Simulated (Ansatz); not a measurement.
# Al (P6_3/mmc) in Ansatz: reference runs

Aim: a first look at Al with PBEsol, on the cell as given and on a disturbed one.

All numbers are computed with Ansatz 0.2.0; they aren't measurements. Logs are shortened: lines on timing, memory, paths and dates and some standing lists are left out, and cuts for length are marked.

## (1) The crystal as given

Symmetry: P6_3/mmc, No. 194, hexagonal system. The conventional cell has a = 2.812 Å, b = 2.812 Å, c = 4.867 Å, α = 90.00°, β = 90.00°, γ = 120.00°. Al (site symmetry -6m2) has 12 Al at 2.81 to 2.93 Å as nearest neighbours.

This isn't the form of Al at room conditions, which is fcc.

## (2) Single point, PBEsol

Input file input.yaml:

```yaml
crystal:
  lattice:
    - [2.8124553515, 0.0, 0.0]
    - [-1.4062276757, 2.4356577814, 0.0]
    - [0.0, 0.0, 4.86685]
  atoms:
    - { symbol: Al, position: [0.3333333333, 0.6666666667, 0.25] }
    - { symbol: Al, position: [0.6666666667, 0.3333333333, 0.75] }
hamiltonian:
  xc: pbesol
  pseudopotentials: { kind: paw }
kpoints:
  mp_grid: { grid: [11, 11, 6] }
scf:
  occupations: { method: fermi_dirac, width: 0.05 }
output:
  forces: true
  stress: true
  eigenvalues: true
```

Potentials or basis: Ansatz PAW.

On the command line:

```
$ ansatz run input.yaml --threads 2 --pin off --max-ram 5632MiB --backend cpu --events-out ev --progress --plain --runs-dir out
```

Output:

```text
Warning: RAYON_NUM_THREADS=2 ignored (pool sized by the plan → 2); use --threads N
Engine: ansatz 0.2.0, x86_64-unknown-linux-gnu
Pseudopotentials: kind: paw
Pseudopotential: Al, paw, valence charge 3, recommended cutoff 420 eV (normal), Al.paw.azcp
Functional definition: PBEsol
  exchange = pbesol_x
  correlation = pbesol_c
Crystal: 2 atoms, lattice volume = 33.339 Å³
Basis set: ecut = 420 eV, 665 PW (Γ), exchange–correlation on 40×40×72 points (8 copies of the dense FFT grid, shifted against one another)
Bands: 7, of which v1, the nominal top of the filled ones, is band 3 counted from 1 (2 counted from 0)
Symmetry: 24 space group operations
Space group: P63/mmc (ITA 194), of the structure as read, at distance tolerance 3.2e-5 Å
k-points: 64 of 726
Non-local potential: Al, projectors of the file, l = 0: 2, l = 1: 2, l = 2: 1
PAW form: soft (Blöchl's): semilocal exchange-correlation on the pseudo side does not see the compensation charge
PAW frozen core: Al, regenerated for the run's functional, and the local potential with it (the file was generated under x = pbe(κ = 0.804, μ = 0.2195149727645171), c = pbe(β = 0.06672455060314922))
PAW one-centre angular grid: Al, 110 points (default); XC on 64 Gauss nodes
Initial density: superposition of atomic densities (neutral atoms: chi_scale 0, normalization atom), corrected by the library's trained network
Initial wavefunctions: pseudopotential atomic-orbital guess
Functional: x = pbesol(κ = 0.804, μ = 0.12345679012345678), c = pbesol(β = 0.046)
SCF iter   1: F=—  HF=-1049.035630 eV  |F-HF|=—  |Δ(HF+E_count)|=         —  Δρ=1.71e-3  dr2=1.06e-3  ethr=1.77e-3  ⟨swp⟩=5.5  Hψ=3795  notcnv=0
preconditioner: auto → none  [insulator: Δε(μ)=0.209 eV  Ē_g=8.966 eV  σ=0.050 eV  W_gap=0.74  n_scr=2 (ndim 8)  ℏωp=15.8 eV  f_vac=0.000  D(μ)=0.49/eV (n_scr^D=2)  ε∞_Penn≈4.1]
SCF iter   2: F=—  HF=-1049.035440 eV  |F-HF|=—  |Δ(HF+E_count)|=   1.90e-4  Δρ=7.01e-4  dr2=1.58e-4  ethr=1.76e-5  ⟨swp⟩=1.3  Hψ=986  notcnv=0
SCF iter   3: F=—  HF=-1049.035406 eV  |F-HF|=—  |Δ(HF+E_count)|=   3.41e-5  Δρ=5.88e-5  dr2=4.59e-7  ethr=2.64e-6  ⟨swp⟩=1.5  Hψ=515  notcnv=0
SCF iter   4: F=—  HF=-1049.035425 eV  |F-HF|=—  |Δ(HF+E_count)|=   1.90e-5  Δρ=6.58e-6  dr2=8.27e-9  ethr=7.65e-9  ⟨swp⟩=1.9  Hψ=560  notcnv=0
iter 5 did not close the SCF: its close was put off for the readings that it lacked (scf_convergence_deferred on its scf_iter line)
SCF iter   5: F=-1049.035425 eV  HF=-1049.035425 eV  |F-HF|=1.91e-11  |Δ(HF+E_count)|=   2.15e-9  Δρ=4.18e-7  dr2=5.48e-11  ethr=1.38e-10  ⟨swp⟩=1.5  Hψ=527  notcnv=0
SCF iter   6: F=-1049.035425 eV  HF=-1049.035425 eV  |F-HF|=2.27e-13  |Δ(HF+E_count)|=  7.96e-12  Δρ=3.64e-8  dr2=3.47e-13  ethr=1.00e-12  ⟨swp⟩=1.5  Hψ=1576  notcnv=0
SCF 1 converged in 6 iterations: F = -1049.035425 eV  dr2 = 3.47e-13
SCF converged after 6 iterations
Free energy (F): -1049.035425 eV
Harris-Foulkes:  -1049.035425 eV  (|F-HF|=2.27e-13)
Internal energy: -1049.030882 eV  (E = F + TS)
E sigma→0 (E₀):  -1049.033154 eV
Entropy (-TS):   -0.004543 eV (-2.271 meV/atom)
Fermi energy:    7.794242 eV
--- Per-component energies (eV) ---
  E_band       = 20.316143
  E_kinetic    = 45.309689
  E_local      = 19.051306  (includes V_loc(G=0)·N_el)
  E_nonlocal   = 20.870302
  E_hartree    = 0.209968
  E_xc         = -78.671814
  E_vxc        = -58.130264  (∫ρ·V_xc dr)
  E_paw        = -909.384211  (= ΣΔE_a)
  E_vpaw       = -7.204822  (= ΣTr[D̂ρ^β])
  E_aug_tail   = -0.000005  (compensation charges beyond the density's cutoff)
  E_ewald      = -146.454395
  E_core_change = 0.038278  (= ΣΔE_core)
  E_smearing   = -0.004543  (= −TS)
  E_closure    = 0.000000  (closes the sum)
  Σ components = -1049.035425   (vs F -1049.035425, Δ=0.00e0)
--- Forces (eV/Å), atoms counted from 1 ---
  atom   1  Al    -0.00000000    -0.00000000    -0.00000000
  atom   2  Al     0.00000000     0.00000000     0.00000000
  max |Σ_I F_I| component: 1.16e-18 eV/Å
--- Stress (GPa, compression-positive) ---
        0.189762      -0.000000      -0.000000
       -0.000000       0.189762      -0.000000
       -0.000000      -0.000000      -4.384835
  P = ⅓ Tr σ = -1.3351 GPa (-13.351 kbar)
--- Band table (eV; the first three rows and the last of 64) ---
  k-point 0: bands = ["-3.2791", "2.7159", "2.9524", "18.8489", "19.1680", "19.1680", "19.3567"]
  k-point 1: bands = ["-3.1059", "0.9887", "4.9873", "16.2551", "19.2977", "19.2977", "19.4971"]
  k-point 2: bands = ["-2.5876", "-0.5329", "7.4304", "13.1203", "19.6757", "19.6757", "19.8921"]
  k-point 63: bands = ["5.2208", "5.2208", "5.9794", "5.9794", "7.9563", "7.9563", "16.6927"]
```

It took 0.68 s on 2 threads of AMD EPYC 7R13 (Zen 3), shared host; peak memory 0.32 GiB.

Results:

```yaml
Free_energy: -1049.0354 eV
Pressure: -1.3 GPa
Band_gap_on_the_k_mesh: none (metal or under the smearing width)
```

Caveat: the PAW data sets come from PBE, with cores solved anew for the run's functional, which leaves a small shift of forces and pressure.

## (3) Single point, PBEsol (atoms moved at random, drawn with an rms of 0.05 Å)

input.yaml, as its differences from that of step 2:

```diff
@@ -6,4 +6,4 @@
   atoms:
-    - { symbol: Al, position: [0.3333333333, 0.6666666667, 0.25] }
-    - { symbol: Al, position: [0.6666666667, 0.3333333333, 0.75] }
+    - { symbol: Al, position: [0.314418, 0.646969, 0.2454] }
+    - { symbol: Al, position: [0.669791, 0.33912, 0.753178] }
 hamiltonian:
@@ -19 +19,5 @@
   eigenvalues: true
+  write_density: true
+  write_potential: true
+  elf: true
+  volumetric_format: npy
```

Potentials or basis: Ansatz PAW.

On the command line:

```
$ ansatz run input.yaml --threads 2 --pin off --max-ram 5632MiB --backend cpu --events-out ev --progress --plain --runs-dir out
```

Output:

```text
Warning: RAYON_NUM_THREADS=2 ignored (pool sized by the plan → 2); use --threads N
Engine: ansatz 0.2.0, x86_64-unknown-linux-gnu
Pseudopotentials: kind: paw
Pseudopotential: Al, paw, valence charge 3, recommended cutoff 420 eV (normal), Al.paw.azcp
Functional definition: PBEsol
  exchange = pbesol_x
  correlation = pbesol_c
Crystal: 2 atoms, lattice volume = 33.339 Å³
Basis set: ecut = 420 eV, 665 PW (Γ), exchange–correlation on 40×40×72 points (8 copies of the dense FFT grid, shifted against one another)
Bands: 7, of which v1, the nominal top of the filled ones, is band 3 counted from 1 (2 counted from 0)
Symmetry: 2 space group operations
Space group: P-1 (ITA 2), of the structure as read, at distance tolerance 3.2e-5 Å
k-points: 364 of 726
Non-local potential: Al, projectors of the file, l = 0: 2, l = 1: 2, l = 2: 1
PAW form: soft (Blöchl's): semilocal exchange-correlation on the pseudo side does not see the compensation charge
PAW frozen core: Al, regenerated for the run's functional, and the local potential with it (the file was generated under x = pbe(κ = 0.804, μ = 0.2195149727645171), c = pbe(β = 0.06672455060314922))
PAW one-centre angular grid: Al, 110 points (default); XC on 64 Gauss nodes
Initial density: superposition of atomic densities (neutral atoms: chi_scale 0, normalization atom), corrected by the library's trained network
Initial wavefunctions: pseudopotential atomic-orbital guess
Functional: x = pbesol(κ = 0.804, μ = 0.12345679012345678), c = pbesol(β = 0.046)
SCF iter   1: F=—  HF=-1049.031573 eV  |F-HF|=—  |Δ(HF+E_count)|=         —  Δρ=1.71e-3  dr2=1.09e-3  ethr=1.77e-3  ⟨swp⟩=5.2  Hψ=20804  notcnv=0
preconditioner: auto → none  [metal: Δε(μ)=0.109 eV  Ē_g=8.963 eV  σ=0.050 eV  W_gap=0.48  n_scr=2 (ndim 8)  ℏωp=15.8 eV  f_vac=0.000  D(μ)=0.55/eV (n_scr^D=2)  sad-step TF]
SCF iter   2: F=—  HF=-1049.031455 eV  |F-HF|=—  |Δ(HF+E_count)|=   1.18e-4  Δρ=1.03e-3  dr2=4.03e-4  ethr=1.81e-5  ⟨swp⟩=1.2  Hψ=5561  notcnv=0
SCF iter   3: F=—  HF=-1049.031340 eV  |F-HF|=—  |Δ(HF+E_count)|=   1.15e-4  Δρ=5.27e-5  dr2=1.75e-6  ethr=6.71e-6  ⟨swp⟩=1.6  Hψ=2917  notcnv=0
SCF iter   4: F=—  HF=-1049.031351 eV  |F-HF|=—  |Δ(HF+E_count)|=   1.09e-5  Δρ=2.88e-5  dr2=1.09e-6  ethr=2.92e-8  ⟨swp⟩=2.2  Hψ=3395  notcnv=0
iter 5 did not close the SCF: its close was put off for the readings that it lacked (scf_convergence_deferred on its scf_iter line)
SCF iter   5: F=-1049.031350 eV  HF=-1049.031350 eV  |F-HF|=2.65e-10  |Δ(HF+E_count)|=   2.74e-7  Δρ=6.45e-6  dr2=9.38e-9  ethr=1.81e-8  ⟨swp⟩=1.8  Hψ=3032  notcnv=0
SCF iter   6: F=-1049.031350 eV  HF=-1049.031350 eV  |F-HF|=4.66e-11  |Δ(HF+E_count)|=   2.44e-9  Δρ=2.19e-6  dr2=1.18e-9  ethr=1.56e-10  ⟨swp⟩=4.8  Hψ=11080  notcnv=0
SCF 1 converged in 6 iterations: F = -1049.031350 eV  dr2 = 1.18e-9
SCF converged after 6 iterations
Free energy (F): -1049.031350 eV
Harris-Foulkes:  -1049.031350 eV  (|F-HF|=4.66e-11)
Internal energy: -1049.026528 eV  (E = F + TS)
E sigma→0 (E₀):  -1049.028939 eV
Entropy (-TS):   -0.004823 eV (-2.411 meV/atom)
Fermi energy:    7.784443 eV
--- Per-component energies (eV) ---
  E_band       = 20.307348
  E_kinetic    = 45.322781
  E_local      = 18.979900  (includes V_loc(G=0)·N_el)
  E_nonlocal   = 20.881628
  E_hartree    = 0.233691
  E_xc         = -78.676592
  E_vxc        = -58.135784  (∫ρ·V_xc dr)
  E_paw        = -909.388149  (= ΣΔE_a)
  E_vpaw       = -7.208536  (= ΣTr[D̂ρ^β])
  E_aug_tail   = -0.000005  (compensation charges beyond the density's cutoff)
  E_ewald      = -146.418060
  E_core_change = 0.038278  (= ΣΔE_core)
  E_smearing   = -0.004823  (= −TS)
  E_closure    = 0.000000  (closes the sum)
  Σ components = -1049.031350   (vs F -1049.031350, Δ=0.00e0)
--- Forces (eV/Å), atoms counted from 1 ---
  atom   1  Al     0.02347713     0.04601068     0.12260916
  atom   2  Al    -0.02347713    -0.04601068    -0.12260916
  max |Σ_I F_I| component: 0.00e0 eV/Å
--- Stress (GPa, compression-positive) ---
        0.314761       0.017520       0.033254
        0.017520       0.221320       0.063737
        0.033254       0.063737      -4.275069
  P = ⅓ Tr σ = -1.2463 GPa (-12.463 kbar)
--- Band table (eV; the first three rows and the last of 364) ---
  k-point 0: bands = ["-3.2820", "2.7156", "2.9542", "18.7917", "19.1557", "19.2352", "19.3457"]
  k-point 1: bands = ["-3.1092", "0.9902", "4.9876", "16.2507", "19.2789", "19.3136", "19.4842"]
  k-point 2: bands = ["-2.5929", "-0.5291", "7.4299", "13.1193", "19.6529", "19.6866", "19.8725"]
  k-point 363: bands = ["1.1434", "4.8904", "5.7486", "8.8830", "9.5995", "11.9409", "13.3460"]
```

v_z.tsv:

```text
# z_ang	v_es[eV]	v_tot[eV]
# format = ansatz-planar-average/11
# xc	pbesol
# density_cutoff_ev	1680
# datasets	Al=:simpson_from_first_knot:soft:shift=-732380
# lattice	2.812455352	0.000000000	0.000000000
# lattice	-1.406227676	2.435657781	0.000000000
# lattice	0.000000000	0.000000000	4.866850000
# sites	2
# site	13	-0.025499126	1.575795079	1.194324990
# site	13	1.406877353	0.825980267	3.665604349
0.000000	7.558253e0	-1.715286e0
0.135190	7.247939e0	-2.049305e0
0.270381	6.281083e0	-3.103358e0
0.405571	4.706595e0	-4.786051e0
0.540761	2.938237e0	-6.712236e0
0.675951	1.506841e0	-8.544612e0
[... 28 lines left out ...]
4.596469	6.347215e0	-3.031532e0
4.731660	7.278958e0	-2.015657e0
```

Wall time 2.8 s (2 threads of AMD EPYC 7R13 (Zen 3), shared host); peak memory 0.41 GiB.

Results:

| Item | Value |
| --- | --- |
| Free energy | -1049.0314 eV |
| Pressure | -1.2 GPa |
| Largest force | 0.133 eV/Å |
| Band gap on the k mesh | none (metal or under the smearing width) |

Forces on the atoms (eV/Å):
```
Al   0.023  0.046  0.123
Al  -0.023 -0.046 -0.123
```

Caveat: the PAW data sets come from PBE, with cores solved anew for the run's functional, which leaves a small shift of forces and pressure.
